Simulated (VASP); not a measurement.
# TaN (C2/m) in VASP: notebook

Runs on TaN. Level: PBEsol. Tasks: single point.

Everything below comes from runs of VASP 6.6.1. Logs are shortened: lines on timing, memory, paths and dates and some standing lists are left out, and cuts for length are marked.

### 1 The cell of the first run

The structure is monoclinic, space group C2/m (No. 12). Conventional cell: a = 4.264 Å, b = 4.375 Å, c = 2.898 Å, α = 90.00°, β = 131.24°, γ = 90.00°. Around Ta (site symmetry 2/m) lie 6 N at 2.13 to 2.19 Å. Around N (site symmetry 2/m) lie 6 Ta at 2.13 to 2.19 Å.

### 2 Single point, PBEsol (engineering shear strain xz -0.1000, normal strain along z -0.0267)

INCAR

```
SYSTEM = TaN
ALGO = Fast
EDIFF = 1E-6
ENCUT = 520
GGA = PS
ISIF = 2
ISMEAR = 0
LASPH = .TRUE.
LCHARG = .TRUE.
LELF = .TRUE.
LREAL = .FALSE.
LVHAR = .TRUE.
LWAVE = .FALSE.
NBANDS = 15
NELM = 100
PREC = Accurate
SIGMA = 0.15
```

KPOINTS

```
k-points
0
G
  18 18 18
  0 0 0
```

POSCAR

```
TaN
1.0
   -0.1093721820      2.1874436400      2.1290388948
    2.0780714580      0.0000000000      2.0196667128
    2.1874436400      2.1874436400     -0.1093721820
Ta N
1 1
Direct
    0.5000000000      0.5000000000      0.5000000000
    0.0000000000      0.0000000000      0.0000000000
```

Potentials or basis: VASP PAW PBE potentials, release 64 (Ta_pv, N).

Command:

```
cat potpaw_PBE.64/Ta_pv/POTCAR potpaw_PBE.64/N/POTCAR > POTCAR
mpirun -np 1 vasp_std > vasp.out
```

OUTCAR:

```text
SYSTEM = TaN
   EDIFF = 1E-6
   ENCUT = 520
   GGA = PS
   ISIF = 2
   ISMEAR = 0
   LASPH = .TRUE.
   LREAL = .FALSE.
   NELM = 100
   PREC = Accurate

 ion  position               nearest neighbor table
   1  0.500  0.500  0.500-   2 2.13   2 2.13   2 2.19   2 2.19   2 2.19   2 2.19
   2  0.000  0.000  0.000-   1 2.13   1 2.13   1 2.19   1 2.19   1 2.19   1 2.19

  LATTYP: Found a base centered monoclinic cell.
 ALAT       =     4.2636927140
 B/A-ratio  =     1.0260794043
 C/A-ratio  =     0.6796532815
 COS(beta)  =    -0.6592491127

  Lattice vectors:

 A1 = (   0.1093721820,  -2.1874436400,  -2.1290388948)
 A2 = (   0.1093721820,   2.1874436400,  -2.1290388948)
 A3 = (   2.0780714580,   0.0000000000,   2.0196667128)

Analysis of symmetry for initial positions (statically):
=====================================================================
 Subroutine PRICEL returns:
 Original cell was already a primitive cell.

 Routine SETGRP: Setting up the symmetry group for a
 base centered monoclinic supercell.

 Subroutine GETGRP returns: Found  4 space group operations
 (whereof  4 operations were pure point group operations)
 out of a pool of  4 trial point group operations.

The static configuration has the point symmetry C_2h.

Analysis of symmetry for dynamics (positions and initial velocities):
=====================================================================
 Subroutine PRICEL returns:
 Original cell was already a primitive cell.

 Routine SETGRP: Setting up the symmetry group for a
 base centered monoclinic supercell.

 Subroutine GETGRP returns: Found  4 space group operations
 (whereof  4 operations were pure point group operations)
 out of a pool of  4 trial point group operations.

The dynamic configuration has the point symmetry C_2h.

 Subroutine INISYM returns: Found  4 space group operations
 (whereof  4 operations are pure point group operations),
 and found     1 'primitive' translations

----------------------------------------------------------------------------------------

                                     Primitive cell

  volume of cell :      20.3222

  direct lattice vectors                    reciprocal lattice vectors
    -0.109372182  2.187443640  2.129038895    -0.217393323  0.228577318  0.223679905
     2.078071458  0.000000000  2.019666713     0.240938576 -0.228577318  0.247225158
     2.187443640  2.187443640 -0.109372182     0.217393323  0.228577318 -0.223679905

  length of vectors
     3.054452253  2.897832745  3.095445304     0.386704211  0.414028098  0.386704211

  position of ions in fractional coordinates (direct lattice)
[... 93 lines left out ...]
   EFERMI =   0.00;   METHOD = LEGACY
   ISMEAR =     0;   SIGMA  =   0.15  broadening in eV -4-tet -1-fermi 0-gaus
   EFERMI_NEDOS =   21; number of points for ismear=-14 and -15
   IALGO  =     68    algorithm
   IMIX   =      4    mixing-type and parameters
     AMIX     =   0.40;   BMIX     =  1.00
     AMIX_MAG =   1.60;   BMIX_MAG =  1.00
  volume/ion in A,a.u.               =      10.16        68.57
  Fermi-wavevector in a.u.,A,eV,Ry     =   1.511674  2.856649 31.091450  2.285157
  Thomas-Fermi vector in A             =   2.621699
   LORBIT       =      0    0 simple, 1 ext, 2 COOP (PROOUT), +10 PAW based schemes
   GGA     = PS    functional components
   LHFCALC =     F    Hartree Fock is set to
   AEXX    =    0.0000 exact exchange contribution
   IVDW    =     0    specifies the selected vdW correction
   LEPSILON=     F    determine dielectric tensor
   LRPA    =     F    only Hartree local field effects (RPA)
 non-spin polarized calculation
 RMM-DIIS sequential band-by-band and
 Gauss-broadening in eV      SIGMA  =   0.15
  energy-cutoff  :      520.00
  volume of cell :       20.32
 maximum number of plane-waves:       560
   NGX = 11   NGY = 11   NGZ = 11

 number of electron      16.0000000 magnetization

 Free energy of the ion-electron system (eV)
  ---------------------------------------------------
  ext. energy  EPLUGINS =         0.00000000
  ---------------------------------------------------
  free energy    TOTEN  =       -23.11734619 eV

  energy without entropy =      -23.10849383  energy(sigma->0) =      -23.11292001

 E-fermi :   9.8194     XC(G=0): -13.8393

 val. band max:        9.8187853638   @ k =   0.1111  -0.1111   0.1667
 cond. band min:       9.8206300417   @ k =  -0.0556   0.3333   0.0000
 fundamental gap:      0.0018446779
 Fermi energy:         9.8193567055

 k-point     1 :       0.0000    0.0000    0.0000
  band No.  band energies     occupation
      1     -25.8362      2.00000
      2     -25.7592      2.00000
      3     -25.5778      2.00000
      4      -9.2741      2.00000
      5       5.7725      2.00000
      6       5.9105      2.00000
      7       6.4045      2.00000
      8       6.8649      2.00000
      9       7.2368      2.00000
     10       8.6232      2.00000
     11       9.8177      1.01237
     12      10.0921      0.01013
     13      12.2704      0.00000
     14      19.4170      0.00000
[... 401 lines left out ...]
      2     -25.8188      2.00000
      3     -25.6678      2.00000
      4      -7.4160      2.00000
      5       1.0220      2.00000
      6       2.7675      2.00000
      7       3.7853      2.00000
      8       8.9909      2.00000
      9       9.6104      1.95117
     10      11.1607      0.00000
     11      14.4274      0.00000
     12      15.1275      0.00000
     13      15.2730      0.00000
     14      22.0536      0.00000
     15      22.4286      0.00000

 [... further k-points ...]

------------------------ aborting loop because EDIFF is reached ----------------------------------------

  FORCE on cell =-STRESS in cart. coord.  units (eV):
  Direction    XX          YY          ZZ          XY          YZ          ZX
  --------------------------------------------------------------------------------------
  -------------------------------------------------------------------------------------
  Total        1.0979751      0.4920112      3.6365988      0.0000000      0.0000000      0.8758838
  in kB       86.5630823     38.7895905    286.7052182      0.0000000      0.0000000     69.0536598
  external PRESSURE =     137.3526304 kB  Pullay stress =       0.0000000 kB

 VOLUME and BASIS-vectors are now :
 -----------------------------------------------------------------------------
  energy-cutoff  :      520.00
  volume of cell :       20.32
      direct lattice vectors                 reciprocal lattice vectors
    -0.109372182  2.187443640  2.129038895    -0.217393323  0.228577318  0.223679905
     2.078071458  0.000000000  2.019666713     0.240938576 -0.228577318  0.247225158
     2.187443640  2.187443640 -0.109372182     0.217393323  0.228577318 -0.223679905

 POSITION                                       TOTAL-FORCE (eV/Angst)
 -----------------------------------------------------------------------------------
      2.07807      2.18744      2.01967         0.000000      0.000000     -0.000000
      0.00000      0.00000      0.00000         0.000000      0.000000      0.000000
 -----------------------------------------------------------------------------------
    total drift:                                0.000000     -0.000000      0.000000

  FREE ENERGIE OF THE ION-ELECTRON SYSTEM (eV)
  ---------------------------------------------------
  free  energy   TOTEN  =       -23.1173461941 eV

  energy  without entropy=      -23.1084938321  energy(sigma->0) =      -23.11292001
```

stdout:

```text
POSCAR found type information on POSCAR TaN
 POSCAR found :  2 types and       2 ions
 scaLAPACK will be used
 -----------------------------------------------------------------------------
|                                                                             |
|                                                                             |
|     You enforced a specific xc type in the INCAR file but a different       |
|     I HOPE YOU KNOW WHAT YOU ARE DOING!                                     |
|                                                                             |
 -----------------------------------------------------------------------------

 LDA part: xc-table for (Slater+PW92), standard interpolation
 POSCAR, INCAR and KPOINTS ok, starting setup
 FFT: planning ... GRIDC
 FFT: planning ... GRID_SOFT
 FFT: planning ... GRID
 WAVECAR not read
 entering main loop
WARNING in EDDRMM: call to ZHEGV failed, returncode =   8  4     15
```

Wall time 5 min (1 thread of Intel Xeon Platinum 8259CL at 2.50GHz (Skylake/Cascade Lake), shared host); peak memory 0.55 GiB.

What came out:

```
Free energy            : -23.1173 eV
Pressure               : 13.7 GPa
Band gap on the k mesh : none (metal or under the smearing width)
```

Levels at points of the mesh, in eV from the Fermi level:
```
           k point  band 4  band 5  band 6  band 7  band 8  band 9  band 10  band 11  band 12  band 13
(0.00, 0.00, 0.00)  -19.09   -4.05   -3.91   -3.41   -2.95   -2.58    -1.20     0.00     0.27     2.45
(0.50, 0.00, 0.00)  -15.84  -10.73   -7.90   -7.00    0.60    2.41     2.64     4.27     7.42     8.06
(0.00, 0.50, 0.00)  -15.60  -10.64   -8.47   -7.75    1.55    1.85     3.93     3.97     7.93     8.69
(0.50, 0.50, 0.00)  -17.73   -6.46   -5.78   -4.70   -4.70    2.00     3.77     3.79     5.09     8.01
(0.50, 0.00, 0.50)  -17.82   -6.74   -5.74   -4.96   -4.07    2.37     3.73     4.09     5.16     7.32
(0.00, 0.50, 0.50)  -17.76   -6.76   -5.72   -4.62   -4.49    2.07     3.59     3.81     4.90     7.95
```

Caveat: the PAW data sets were made with another functional, which shifts forces and pressure a little. The run has no spin-orbit coupling, so splittings on Ta are missing.

### 3 Single point, PBEsol (engineering shear strain xz +0.0000, normal strain along z +0.0400)

INCAR: that of step 2 with these lines changed.

```diff
@@ -8,6 +8,4 @@
 LASPH = .TRUE.
-LCHARG = .TRUE.
-LELF = .TRUE.
+LCHARG = .FALSE.
 LREAL = .FALSE.
-LVHAR = .TRUE.
 LWAVE = .FALSE.
```

KPOINTS is that of step 2.

POSCAR

```
TaN
1.0
    0.0000000000      2.1874436400      2.2749413856
    2.1874436400      0.0000000000      2.2749413856
    2.1874436400      2.1874436400      0.0000000000
Ta N
1 1
Direct
    0.5000000000      0.5000000000      0.5000000000
    0.0000000000      0.0000000000      0.0000000000
```

Potentials or basis: VASP PAW PBE potentials, release 64 (Ta_pv, N).

Command:

```
cat potpaw_PBE.64/Ta_pv/POTCAR potpaw_PBE.64/N/POTCAR > POTCAR
mpirun -np 1 vasp_std > vasp.out
```

OUTCAR:

```text
SYSTEM = TaN
   EDIFF = 1E-6
   ENCUT = 520
   GGA = PS
   ISIF = 2
   ISMEAR = 0
   LASPH = .TRUE.
   LREAL = .FALSE.
   NELM = 100
   PREC = Accurate

 ion  position               nearest neighbor table
   1  0.500  0.500  0.500-   2 2.19   2 2.19   2 2.19   2 2.19   2 2.27   2 2.27
   2  0.000  0.000  0.000-   1 2.19   1 2.19   1 2.19   1 2.19   1 2.27   1 2.27

  LATTYP: Found a body centered tetragonal cell.
 ALAT       =     3.0935124626
 C/A-ratio  =     1.4707821049

  Lattice vectors:

 A1 = (  -2.1874436400,   0.0000000000,   2.2749413856)
 A2 = (   2.1874436400,   0.0000000000,   2.2749413856)
 A3 = (   0.0000000000,   2.1874436400,  -2.2749413856)

Analysis of symmetry for initial positions (statically):
=====================================================================
 Subroutine PRICEL returns:
 Original cell was already a primitive cell.

 Routine SETGRP: Setting up the symmetry group for a
 body centered tetragonal supercell.

 Subroutine GETGRP returns: Found 16 space group operations
 (whereof 16 operations were pure point group operations)
 out of a pool of 16 trial point group operations.

The static configuration has the point symmetry D_4h.

Analysis of symmetry for dynamics (positions and initial velocities):
=====================================================================
 Subroutine PRICEL returns:
 Original cell was already a primitive cell.

 Routine SETGRP: Setting up the symmetry group for a
 body centered tetragonal supercell.

 Subroutine GETGRP returns: Found 16 space group operations
 (whereof 16 operations were pure point group operations)
 out of a pool of 16 trial point group operations.

The dynamic configuration has the point symmetry D_4h.

 Subroutine INISYM returns: Found 16 space group operations
 (whereof 16 operations are pure point group operations),
 and found     1 'primitive' translations

----------------------------------------------------------------------------------------

                                     Primitive cell

  volume of cell :      21.7708

  direct lattice vectors                    reciprocal lattice vectors
[... 122 lines left out ...]
  volume of cell :       21.77
 maximum number of plane-waves:       604
   NGX = 11   NGY = 11   NGZ = 11

 number of electron      16.0000001 magnetization

 Free energy of the ion-electron system (eV)
  ---------------------------------------------------
  ext. energy  EPLUGINS =         0.00000000
  ---------------------------------------------------
  free energy    TOTEN  =       -23.15545573 eV

  energy without entropy =      -23.14559987  energy(sigma->0) =      -23.15052780

 E-fermi :   9.1062     XC(G=0): -13.4571

 val. band max:        9.1026924742   @ k =   0.2778  -0.0000   0.0556
 cond. band min:       9.1085589927   @ k =   0.2222   0.1667   0.0556
 fundamental gap:      0.0058665186
 Fermi energy:         9.1062181942

 k-point     1 :       0.0000    0.0000    0.0000
  band No.  band energies     occupation
      1     -26.6485      2.00000
      2     -26.6237      2.00000
      3     -26.6237      2.00000
      4      -9.5102      2.00000
      5       5.2840      2.00000
      6       5.4298      2.00000
      7       5.4298      2.00000
      8       6.7425      2.00000
      9       7.2156      2.00000
     10       7.2156      2.00000
     11       8.6014      2.00000
     12       9.3982      0.00591
     13      10.7515      0.00000
     14      18.4938      0.00000
[... 401 lines left out ...]
      2     -26.7139      2.00000
      3     -26.6385      2.00000
      4      -8.2251      2.00000
      5       1.6158      2.00000
      6       2.8432      2.00000
      7       3.1214      2.00000
      8       8.2441      2.00000
      9       8.4435      2.00000
     10       9.1785      0.49540
     11      11.1054      0.00000
     12      13.7460      0.00000
     13      14.0219      0.00000
     14      21.3408      0.00000
     15      21.4790      0.00000

 [... further k-points ...]

------------------------ aborting loop because EDIFF is reached ----------------------------------------

  FORCE on cell =-STRESS in cart. coord.  units (eV):
  Direction    XX          YY          ZZ          XY          YZ          ZX
  --------------------------------------------------------------------------------------
  -------------------------------------------------------------------------------------
  Total       -0.6536039     -0.6536039     -3.0068181      0.0000000      0.0000000     -0.0000000
  in kB      -48.1006872    -48.1006872   -221.2808262      0.0000000      0.0000000     -0.0000000
  external PRESSURE =    -105.8274002 kB  Pullay stress =       0.0000000 kB

 VOLUME and BASIS-vectors are now :
 -----------------------------------------------------------------------------
  energy-cutoff  :      520.00
  volume of cell :       21.77
      direct lattice vectors                 reciprocal lattice vectors
     0.000000000  2.187443640  2.274941386    -0.228577318  0.228577318  0.219785882
     2.187443640  0.000000000  2.274941386     0.228577318 -0.228577318  0.219785882
     2.187443640  2.187443640  0.000000000     0.228577318  0.228577318 -0.219785882

 POSITION                                       TOTAL-FORCE (eV/Angst)
 -----------------------------------------------------------------------------------
      2.18744      2.18744      2.27494        -0.000000      0.000000      0.000000
      0.00000      0.00000      0.00000         0.000000     -0.000000      0.000000
 -----------------------------------------------------------------------------------
    total drift:                                0.000000     -0.000000     -0.000000

  FREE ENERGIE OF THE ION-ELECTRON SYSTEM (eV)
  ---------------------------------------------------
  free  energy   TOTEN  =       -23.1554557268 eV

  energy  without entropy=      -23.1455998723  energy(sigma->0) =      -23.15052780
```

OSZICAR:

```text
N       E                     dE             d eps       ncg     rms          rms(c)
DAV:   1     0.876264341757E+02    0.87626E+02   -0.87883E+03 14408   0.112E+03
DAV:   2    -0.231456053085E+02   -0.11077E+03   -0.10439E+03 17809   0.300E+02
DAV:   3    -0.259402214984E+02   -0.27946E+01   -0.27741E+01 15919   0.444E+01
DAV:   4    -0.259513435088E+02   -0.11122E-01   -0.11118E-01 18854   0.300E+00
DAV:   5    -0.259514180089E+02   -0.74500E-04   -0.74500E-04 16137   0.217E-01    0.233E+01
RMM:   6    -0.233280335584E+02    0.26234E+01   -0.39723E+00 15625   0.126E+01    0.104E+01
RMM:   7    -0.231931930873E+02    0.13484E+00   -0.19322E-01 17022   0.403E+00    0.639E+00
RMM:   8    -0.231571407409E+02    0.36052E-01   -0.10756E-01 17241   0.234E+00    0.546E-01
RMM:   9    -0.231555674303E+02    0.15733E-02   -0.73667E-03 18517   0.814E-01    0.361E-01
RMM:  10    -0.231554816232E+02    0.85807E-04   -0.85771E-04 19168   0.257E-01    0.142E-01
RMM:  11    -0.231554515921E+02    0.30031E-04   -0.14417E-04 19999   0.106E-01    0.433E-02
RMM:  12    -0.231554569724E+02   -0.53803E-05   -0.43399E-05 19543   0.526E-02    0.250E-02
RMM:  13    -0.231554554512E+02    0.15212E-05   -0.11153E-05 18724   0.295E-02    0.968E-03
RMM:  14    -0.231554557268E+02   -0.27558E-06   -0.25917E-06 15659   0.122E-02
   1 F= -.23155456E+02 E0= -.23150528E+02  d E =-.985585E-02
```

It took 100 s on 1 thread of Intel Xeon Platinum 8259CL at 2.50GHz (Skylake/Cascade Lake), shared host; peak memory 0.27 GiB.

Results:

* Free energy: -23.1555 eV
* Pressure: -10.6 GPa
* Band gap on the k mesh: none (metal or under the smearing width)

Caveat: the PAW data sets were made with another functional, which shifts forces and pressure a little.
